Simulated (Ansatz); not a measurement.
Input and command of a calculation in Ansatz (plane waves; scalar-relativistic PAW potentials unless the input names others):

```yaml
crystal:
  lattice:
    - [0.0, 2.7959298528, 2.7959298528]
    - [2.7959298528, 0.0, 2.7959298528]
    - [2.7959298528, 2.7959298528, 0.0]
  atoms:
    - { symbol: In, position: [0.0, 0.0, 0.0] }
    - { symbol: As, position: [0.75, 0.75, 0.75] }
basis:
  ecutwfc: 420
  ecutrho_ratio: 8
kpoints:
  mp_grid: { grid: [12, 12, 12] }
hamiltonian:
  xc: pbe
scf:
  occupations: { method: fermi_dirac, width: 0.15 }
output:
  forces: true
  eigenvalues: true
  stress: true
```

```bash
ansatz run input.yaml --threads 1 --pin off --max-ram 3072MiB --backend cpu --events-out ev --progress --plain --runs-dir out
```

Abridged log:
```
Basis set: ecut = 420 eV, 869 PW (Γ), exchange–correlation on 80×80×80 points (8 copies of the dense FFT grid, shifted against one another)
Bands: 18, of which v1, the nominal top of the filled ones, is band 14 counted from 1 (13 counted from 0)
Symmetry: 24 space group operations
k-points: 72 of 1728 (time reversal used)
SCF iter   1: F=—  HF=-10453.380815 eV  |F-HF|=—  |Δ(HF+E_count)|=         —  Δρ=1.15e-3  dr2=8.50e-4  ethr=1.77e-3  ⟨swp⟩=5.2  Hψ=6572  notcnv=0
SCF iter   2: F=—  HF=-10453.380268 eV  |F-HF|=—  |Δ(HF+E_count)|=   5.47e-4  Δρ=3.50e-4  dr2=4.11e-5  ethr=3.04e-6  ⟨swp⟩=2.0  Hψ=2159  notcnv=0
SCF iter   3: F=—  HF=-10453.380276 eV  |F-HF|=—  |Δ(HF+E_count)|=   8.43e-6  Δρ=1.10e-4  dr2=1.79e-6  ethr=1.47e-7  ⟨swp⟩=2.0  Hψ=1951  notcnv=0
SCF iter   4: F=—  HF=-10453.380281 eV  |F-HF|=—  |Δ(HF+E_count)|=   4.23e-6  Δρ=4.21e-5  dr2=2.85e-7  ethr=6.41e-9  ⟨swp⟩=2.0  Hψ=2246  notcnv=0
SCF iter   5: F=-10453.380281 eV  HF=-10453.380281 eV  |F-HF|=2.72e-8  |Δ(HF+E_count)|=   8.37e-7  Δρ=5.71e-6  dr2=6.76e-9  ethr=1.02e-9  ⟨swp⟩=2.5  Hψ=1794  notcnv=0
SCF iter   6: F=-10453.380281 eV  HF=-10453.380281 eV  |F-HF|=8.37e-10  |Δ(HF+E_count)|=   3.04e-8  Δρ=8.91e-7  dr2=2.96e-10  ethr=2.41e-11  ⟨swp⟩=2.2  Hψ=4564  notcnv=0
SCF 1 converged in 6 iterations: F = -10453.380281 eV  dr2 = 2.96e-10
SCF converged after 6 iterations
Free energy (F): -10453.380281 eV
Harris-Foulkes:  -10453.380281 eV  (|F-HF|=8.37e-10)
Internal energy: -10453.379274 eV  (E = F + TS)
E sigma→0 (E₀):  -10453.379778 eV
Entropy (-TS):   -0.001007 eV (-0.504 meV/atom)
Fermi energy:    12.005260 eV
--- Forces (eV/Å), atoms counted from 1 ---
  atom   1  In     0.00000000     0.00000000     0.00000000
  atom   2  As     0.00000000     0.00000000     0.00000000
--- Stress (GPa, compression-positive) ---
       29.999926       0.000000       0.000000
        0.000000      29.999926       0.000000
        0.000000       0.000000      29.999926
  P = ⅓ Tr σ = 29.9999 GPa (299.999 kbar)
```

Apart from outputs, empty bands and the relaxation, which only the reference makes, the input differs from a reference run on usual settings in basis.ecutrho_ratio: not typed → 8. The reference, at the same geometry, ended its own course with pressure 30.00 GPa, largest force 0.000 eV/Å, gap on the mesh 0.98 eV. This run converged in 6 SCF iterations with an energy at zero smearing within 0.01 meV/atom of the reference's, pressure 30.00 GPa, largest force 0.000 eV/Å, gap on the mesh 0.98 eV.

The run took 17 s on 1 thread of Intel(R) Xeon(R) Processor @ 2.50GHz (Skylake/Cascade Lake), with other jobs on the host, peak memory 0.43 GiB.